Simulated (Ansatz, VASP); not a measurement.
## Ca: VASP beside Ansatz

File INCAR:

```
SYSTEM = Ca
PREC = Accurate
ENCUT = 520
EDIFF = 1E-6
ISMEAR = -1
SIGMA = 0.1
LREAL = .FALSE.
LASPH = .TRUE.
NELM = 100
ALGO = Normal
ISIF = 2
LWAVE = .FALSE.
LCHARG = .FALSE.
GGA = B5
ALDAX = 1.0
AGGAX = 1.0
AGGAC = 1.0
ALDAC = 0.0
NBANDS = 17
```

File KPOINTS:

```
Automatic mesh
0
G
  11 11 6
  0 0 0
```

POSCAR

```
Ca
1.0
    3.9737149658      0.0000000000      0.0000000000
   -1.9868574829      3.4413381078      0.0000000000
    0.0000000000      0.0000000000      6.5204780682
Ca
2
Direct
    0.3333333333      0.6666666667      0.2500000000
    0.6666666667      0.3333333333      0.7500000000
```

Input for Ansatz:

```yaml
crystal:
  lattice:
    - [3.9737149658, 0.0, 0.0]
    - [-1.9868574829, 3.4413381078, 0.0]
    - [0.0, 0.0, 6.5204780682]
  atoms:
    - { symbol: Ca, position: [0.3333333333, 0.6666666667, 0.25] }
    - { symbol: Ca, position: [0.6666666667, 0.3333333333, 0.75] }
hamiltonian:
  xc: blyp
  pseudopotentials:
    kind: paw
    azcp:
      Ca: "pseudopotentials/Ca.paw.azcp"
basis:
  ecutwfc: 420
  fft_grid_basis: typed
kpoints:
  mp_grid: { grid: [11, 11, 6], shift: [0, 0, 0] }
magnetization:
  spin_polarized: false
scf:
  occupations: { method: fermi_dirac, width: 0.1 }
  lower_state_search: "off"
output:
  stress: true
```

Alike in both runs: task single point; functional BLYP; k mesh 11 × 11 × 6; occupations fermi-dirac, width 0.1 eV; no spin polarisation.

```csv
,VASP,Ansatz
version,VASP 6.6.1,Ansatz 0.2.0
potentials or method,"VASP PAW PBE potentials, release 64 (Ca_sv)","plane waves (420 eV) with PAW, scalar-relativistic"
plane-wave cutoff (eV),520,420
valence electrons in the cell,20,20
```

|  | VASP | Ansatz | Ansatz less VASP |
| --- | --- | --- | --- |
| pressure (GPa) | -0.6 | -0.6 | -0.01 |
| largest component of the traceless stress (GPa) | 0.05 | 0.05 | +0.001 |

The functional is the same, so the differences come from potentials, cutoffs and numerics.

Caveats: the PAW data sets were made with another functional, which shifts forces and pressure a little (VASP).
